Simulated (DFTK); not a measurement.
Runs of DFTK 0.8.2 on Rb. The structure is cubic, space group Im-3m (No. 229). Conventional cell: a = 5.605 Å, b = 5.605 Å, c = 5.605 Å, α = 90.00°, β = 90.00°, γ = 90.00°. 

| task | level | potentials or basis | k mesh | cutoff (eV) | SCF solver | gap on the mesh (eV) | pressure (GPa) | V0 of scaled cells (Å³/atom) | B0 (GPa) |
| --- | --- | --- | --- | --- | --- | --- | --- | --- | --- |
| single point | PBE | dojo.nc.sr.pbe.v0_4_1.standard.upf (PBE) | 7 × 7 × 7 | 789 | - | none | (b) | - | - |
| band structure | BJ06 | SG15 1.2 (PBE) | 5 × 5 × 5 | 1225 | - | none | - | - | - |
| equation of state | AM05 | SG15 1.2 (PBE) | 5 × 5 × 5 | 952 | - | - | - | (a) | 3 |
| equation of state | PBEsol | SG15 1.2 (PBE) | 5 × 5 × 5 | 952 | - | - | - | 85.81 | 3 |
| band structure | PBEsol | SG15 1.2 (PBE) | 7 × 7 × 7 | 952 | - | none | -0.1 | - | - |
| band structure | TASK | in-house norm-conserving set (r2SCAN, scalar relativistic) | 6 × 6 × 6 | 844 | ScfAndersonSolver | none | 1.8 | - | - |

Alike in all rows: no spin polarisation; cell as given; smearing fermi-dirac 0.05 eV.

Question: Estimate the missing entries.

Answer: (a) 91.01; (b) 0.1.

Caveats: the potentials were made for another functional, which shifts forces and pressure (some runs); the program leaves the constant c of mgga_x_tb09 at 1, so the potential is Becke-Johnson's (BJ06) and not Tran and Blaha's, with levels but no total energy (some runs); the program warned that the kinetic-energy density falls under its von Weizsäcker bound, which can give unphysical results (some runs).

A k mesh can miss the band edges, and the runs leave out spin-orbit coupling on Rb.

A gap of «none» marks a metal or a gap under the smearing width.

Not every run made on this cell is shown here.
